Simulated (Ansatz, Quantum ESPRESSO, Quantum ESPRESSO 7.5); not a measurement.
# Complex bands of MgTe, zinc blende type, lattice constant set to 6.539 Å

Aim: how fast states decay in the gap of MgTe, zinc blende type, lattice constant set to 6.539 Å.

Main program and level: Quantum ESPRESSO 7.5; plane-wave DFT, LDA, GBRV ultrasoft pseudopotentials (cross-check by Ansatz 0.2.0 with PAW datasets).

Most raw output is cut from this account.

The structure was built from a prototype and need not be the compound's stable phase.

### 1. The starting structure

Symmetry: F-43m, No. 216, cubic system. Conventional cell: a = 6.539 Å, b = 6.539 Å, c = 6.539 Å, α = 90.00°, β = 90.00°, γ = 90.00°. Nearest to Mg lie 4 Te at 2.83 Å. Nearest to Te lie 4 Mg at 2.83 Å. Farther neighbours and most contacts between anions are not listed.

### 2. Ground state

pwcond needs a cell whose third axis lies along the current and stands perpendicular to the other two.

The input, scf.in:

```
&control
  prefix = 'scf'
  outdir = './out'
  pseudo_dir = './pseudo'
  calculation = 'scf'
  tprnfor = .true.
/
&system
  ibrav = 0
  nat = 4
  ntyp = 2
  ecutwfc = 40
  ecutrho = 200
  occupations = 'fixed'
  nbnd = 20
/
&electrons
  conv_thr = 1e-09
  mixing_beta = 0.6
  electron_maxstep = 120
/
ATOMIC_SPECIES
  Mg  24.3050  mg_lda_v1.4.uspp.F.UPF
  Te  127.6000  te_lda_v1.uspp.F.UPF
CELL_PARAMETERS angstrom
  4.62377124217883 0.00000000000000 0.00000000000000
  0.00000000000000 4.62377124217883 0.00000000000000
  0.00000000000000 0.00000000000000 6.53900000000000
ATOMIC_POSITIONS crystal
  Mg  0.000000000000 0.000000000000 0.000000000000
  Te  0.500000000000 0.000000000000 0.250000000000
  Mg  0.500000000000 0.500000000000 0.500000000000
  Te  0.000000000000 0.500000000000 0.750000000000
K_POINTS automatic
  6 6 4 0 0 0
```

The run is started by

```bash
$ OMP_NUM_THREADS=1 mpirun -n 2 pw.x -nk 2 -in scf.in > scf.out
```

Wall time 40 s (2 MPI ranks of Arm Neoverse N1, shared host); peak memory 0.35 GiB.

This step gave:

```
free energy                          : -4128.6132 eV
valence top, on the run's zero       : 2.322 eV
conduction bottom, on the run's zero : 4.362 eV
gap by band count                    : 2.040 eV
```

The program's own clock; routines nest. Time by routine:

```
     routine  wall time (s)  calls
       PWSCF          38.99      1
   electrons          36.57      1
     c_bands          28.22     11
     cegterg           26.2    165
       h_psi          20.67    756
        fftw          18.48  21028
    vloc_psi          17.26    756
    sum_band           6.37     11
      calbec           2.42    981
        newd           1.97     11
  add_vuspsi           1.69    756
       s_psi           1.68    756
h_psi:calbec           1.65    756
    init_run           1.63      1
```

The run needed 10 iterations to bring the estimated error under 1e-09 Ry.

### 3. Complex bands with pwcond.x

ikind = 0 solves one period of the crystal for all kz, real and complex, at each energy and k across. ewind and epsproj trim the two-dimensional plane-wave basis; nz1 sets the subslabs.

The input, cbs.in:

```
&inputcond
  outdir = './out'
  prefixl = 'scf'
  band_file = 'cbs'
  ikind = 0
  ewind = 4.0
  epsproj = 1e-05
  nz1 = 7
  energy0 = 4.93
  denergy = -0.17
/
4
  0.00000000 0.00000000 1.00000000
  0.50000000 0.00000000 1.00000000
  0.50000000 0.50000000 1.00000000
  0.25000000 0.00000000 1.00000000
42
```

The run is started by

```bash
$ OMP_NUM_THREADS=1 mpirun -n 2 pwcond.x -in cbs.in > cbs.out
```

Wall time 19 min (2 MPI ranks); peak memory 0.24 GiB; 37 min of CPU time.

Read from the output:

- peak of the smallest κ at the zone centre: 0.147 Å⁻¹
- energy of the peak at the zone centre: 1.02 eV
- peak of the smallest κ at (1/2, 0): 0.255 Å⁻¹
- peak of the smallest κ at (1/2, 1/2): 0.33 Å⁻¹
- peak of the smallest κ at (1/4, 0): 0.275 Å⁻¹

K across = (0, 0) in the cell's reciprocal vectors; values within 0.0025 1/Å of each other count once, columns are sorted by size at each energy, a dash where no further value was kept. Im kz of the slowest decaying states against energy, zero at the highest filled level of the SCF mesh:

```
energy (eV)  decay 1 (Å⁻¹)  decay 2 (Å⁻¹)  decay 3 (Å⁻¹)
      -2.04          0.597          0.812           1.19
      -1.70           0.48          0.783           1.16
      -1.36          0.311          0.754           1.12
      -1.02          0.723           1.08           1.55
      -0.68          0.692           1.04           1.53
      -0.34          0.659          0.993           1.50
       0.00          0.011          0.022          0.624
       0.34          0.113          0.263          0.587
       0.68          0.141          0.344          0.548
       1.02          0.147          0.391          0.504
       1.36          0.137           0.42          0.455
       1.53          0.126          0.428          0.703
       1.87           0.08          0.366          0.442
       2.21          0.289          0.446          0.559
       2.55          0.172          0.443          0.469
       2.89          0.358          0.434           1.20
       3.23          0.188          0.418           1.17
       3.57          0.397           1.13           1.15
       3.91          0.034          0.368           1.10
       4.25          0.128           0.33           1.06
       4.59          0.157           0.28           1.02
       4.93          0.167          0.209           0.98
```

K across = (0, 0) in the cell's reciprocal vectors. The Re kz of states that move upwards by energy, zero at the highest filled level of the SCF mesh:

```
energy (eV)  channel 1 (Å⁻¹)  channel 2 (Å⁻¹)  channel 3 (Å⁻¹)
      -2.04            0.444                -                -
      -1.70           -0.433                -                -
      -1.36           -0.357                -                -
      -1.02           -0.285            0.220            0.220
      -0.68           -0.214            0.462            0.462
      -0.34           -0.313           -0.313           -0.138
       0.00                -                -                -
       0.34                -                -                -
       0.68                -                -                -
       1.02                -                -                -
       1.36                -                -                -
       1.53                -                -                -
       1.87                -                -                -
       2.21           0.0860                -                -
       2.55            0.160                -                -
       2.89            0.167            0.221                -
       3.23            0.280            0.303                -
       3.57            0.246            0.346            0.407
       3.91            0.441                -                -
       4.25           -0.376                -                -
       4.59           -0.286                -                -
       4.93           -0.193                -                -
```

K across = (1/2, 0) in the cell's reciprocal vectors; values within 0.0025 1/Å of each other count once, columns are sorted by size at each energy, a dash where no further value was kept. Im kz of the slowest decaying states against energy, zero at the highest filled level of the SCF mesh:

```
energy (eV)  decay 1 (Å⁻¹)  decay 2 (Å⁻¹)  decay 3 (Å⁻¹)
      -2.04          0.136          0.999           1.18
      -1.87          0.128          0.968           1.17
      -1.70          0.104          0.935           1.15
      -1.53          0.046          0.899           1.13
      -1.36          0.859           1.11           1.75
      -1.02          0.761           1.08           1.72
      -0.85          0.695           1.06           1.71
      -0.68          0.604           1.04           1.70
      -0.51          0.433           1.02           1.69
      -0.34          0.073          0.373           1.01
      -0.17          0.136          0.542          0.987
       0.00          0.173          0.607          0.968
       0.17          0.199          0.643          0.948
       0.34          0.218          0.665          0.929
       0.68          0.242          0.688          0.889
       0.85          0.249          0.692          0.868
       1.02          0.254          0.693          0.847
       1.19          0.255          0.692          0.826
       1.36          0.254          0.689          0.805
       1.53          0.251          0.684          0.783
       1.70          0.245          0.677          0.761
       1.87          0.236          0.669          0.738
       2.04          0.225          0.659          0.715
       2.21          0.209          0.649          0.691
       2.55          0.164          0.624          0.641
       2.72          0.128           0.61          0.615
       2.89          0.068          0.588          0.595
       3.06           0.56          0.578           1.38
       3.23           0.53           0.56           1.36
       3.40          0.498          0.542           1.35
       3.57          0.464          0.521           1.33
       3.74          0.426          0.499           1.31
       3.91          0.383          0.476           1.30
       4.25          0.149           0.25          0.423
       4.42          0.197          0.392           1.24
       4.59          0.182          0.358              -
       4.76          0.158           0.32           1.21
       4.93          0.119          0.275           1.19
```

K across = (1/2, 1/2) in the cell's reciprocal vectors; values within 0.0025 1/Å of each other count once, columns are sorted by size at each energy, a dash where no further value was kept. The Im kz of the slowest decaying states by energy, zero at the highest filled level of the SCF mesh:

```
energy (eV)  decay 1 (Å⁻¹)  decay 2 (Å⁻¹)  decay 3 (Å⁻¹)
      -2.04          0.143          0.433           1.75
      -1.87          0.086          0.383           1.74
      -1.70          0.319           1.73           1.89
      -1.53          0.224           1.72           1.88
      -1.36           1.71           1.87              -
      -1.02          0.124          0.171           1.68
      -0.85          0.189          0.246           1.67
      -0.68           0.23          0.286           1.66
      -0.51          0.259          0.312           1.65
      -0.34           0.28          0.328           1.63
      -0.17          0.297          0.339           1.62
       0.00          0.309          0.345           1.61
       0.17          0.318          0.347           1.59
       0.34          0.324          0.347           1.58
       0.68           0.33           0.34           1.55
       0.85           0.33          0.334           1.54
       1.02          0.325          0.328           1.53
       1.19          0.314          0.324           1.51
       1.36          0.302          0.319           1.50
       1.53          0.287          0.312           1.48
       1.70           0.27          0.304           1.47
       1.87          0.251          0.293           1.46
       2.04          0.228          0.281           1.44
       2.21            0.2          0.267           1.43
       2.55          0.121          0.231           1.40
       2.72          0.027          0.209           1.38
       2.89          0.181           1.37           1.59
       3.06          0.147           1.35           1.58
       3.23          0.097           1.33           1.56
       3.40           1.32           1.55           1.57
       3.57           1.30           1.54           1.56
       3.74           1.29           1.52           1.54
       3.91           1.27           1.51           1.53
       4.25           1.24           1.48           1.50
       4.42           1.22           1.47           1.48
       4.59          0.058           1.20           1.46
       4.76          0.077           1.18           1.44
       4.93          0.087           1.17           1.43
```

K across = (1/4, 0) in the cell's reciprocal vectors; values within 0.0025 1/Å of each other count once, columns are sorted by size at each energy, a dash where no further value was kept. Table of Im kz of the slowest decaying states by energy, zero at the highest filled level of the SCF mesh:

```
energy (eV)  decay 1 (Å⁻¹)  decay 2 (Å⁻¹)  decay 3 (Å⁻¹)
      -2.04           0.13          0.698           1.01
      -1.87          0.028           0.65          0.991
      -1.70          0.597          0.973           1.32
      -1.53          0.535          0.953           1.30
      -1.36          0.061          0.462          0.934
      -1.02          0.125          0.235          0.896
      -0.85          0.126          0.876           1.23
      -0.68          0.111          0.856           1.21
      -0.51          0.059          0.836           1.19
      -0.34          0.816           1.17           1.25
      -0.17          0.072          0.796           1.15
       0.00          0.147          0.167          0.775
       0.17          0.187          0.286          0.754
       0.34          0.215          0.358          0.733
       0.68           0.25          0.452          0.689
       0.85          0.261          0.485          0.667
       1.02          0.268          0.513          0.644
       1.19          0.273          0.538           0.62
       1.36          0.275           0.56          0.595
       1.53          0.274           0.57           0.58
       1.70          0.271          0.544            0.6
       1.87          0.266          0.516          0.621
       2.04          0.258          0.486          0.646
       2.21          0.247          0.455          0.711
       2.55          0.213          0.384          0.688
       2.72          0.189          0.341          0.675
       2.89          0.154          0.292          0.661
       3.06          0.097          0.229          0.647
       3.23          0.133          0.631          0.765
       3.40          0.052          0.614          0.732
       3.57          0.117          0.595          0.697
       3.74          0.064          0.141          0.576
       3.91          0.118          0.152          0.555
       4.25           0.15          0.509          0.528
       4.42          0.143           0.15          0.473
       4.59          0.129          0.141          0.409
       4.76          0.105          0.122          0.327
       4.93          0.065          0.077          0.193
```

The program's own clock; routines nest. Time by routine:

```
     routine  wall time (s)  calls
      PWCOND           1111      1
scatter_forw          668.1    168
      compbs            433    168
    compbs_2          413.9    168
       local           9.25      4
        init           0.74      1
       poten           0.02      1
```

### 4. Complex bands with pwcond.x, with epsproj = 0.01

A sensitivity test on the input.

cbs.w.in, as its differences from the input of step 3:

```diff
@@ -3,6 +3,6 @@
   prefixl = 'scf'
-  band_file = 'cbs'
+  band_file = 'cbs.w'
   ikind = 0
   ewind = 4.0
-  epsproj = 1e-05
+  epsproj = 0.01
   nz1 = 7
```

The run is started by

```bash
$ OMP_NUM_THREADS=1 mpirun -n 2 pwcond.x -in cbs.w.in > cbs.w.out
```

Elapsed: 2.2 min, on 2 MPI ranks; peak memory 0.12 GiB.

The changed values were drawn from a wide range, not chosen for quality; the comparison shows what they did here together.

Beside the run it was changed from:

```
                                       quantity  this run  unchanged run  difference
peak of the smallest κ at the zone centre (Å⁻¹)     0.148          0.147      0.0010
       peak of the smallest κ at (1/2, 0) (Å⁻¹)     0.255          0.255           0
     peak of the smallest κ at (1/2, 1/2) (Å⁻¹)     0.329           0.33     -0.0010
                                  wall time (s)       133           1112
```

The physical values in this table move by up to 0.68 %.

### 5. Complex band structure, with nenergy = 0

One more run, with a changed input.

cbs.bad.in, as its differences from the input of step 3:

```diff
@@ -3,3 +3,3 @@
   prefixl = 'scf'
-  band_file = 'cbs'
+  band_file = 'cbs.bad'
   ikind = 0
@@ -16,2 +16,2 @@
   0.25000000 0.00000000 1.00000000
-42
+0
```

The run is started by

```bash
$ OMP_NUM_THREADS=1 mpirun -n 2 pwcond.x -in cbs.bad.in > cbs.bad.out
```

Wall time 10 s (2 MPI ranks); peak memory 0.15 GiB.

The run finished, but its numbers are not taken as the system's. The fault: no energies.

(Continued in part 2 of 2.)

[Logs are printed without paths, hosts, clocks, repeated set-up lines and the standing remarks that a program may print on its own settings, such as how far it seeks lower states.]

[Hosts, paths, dates, database ids (printed as entryN), source tags and the programs' standing remarks are cut or masked in the printed files.]

[Maps of the electrostatic potential energy from Ansatz leave out the sawtooth potential of an applied field or a dipole correction, so their vacuum need not be flat; planar profiles and work functions include it.]
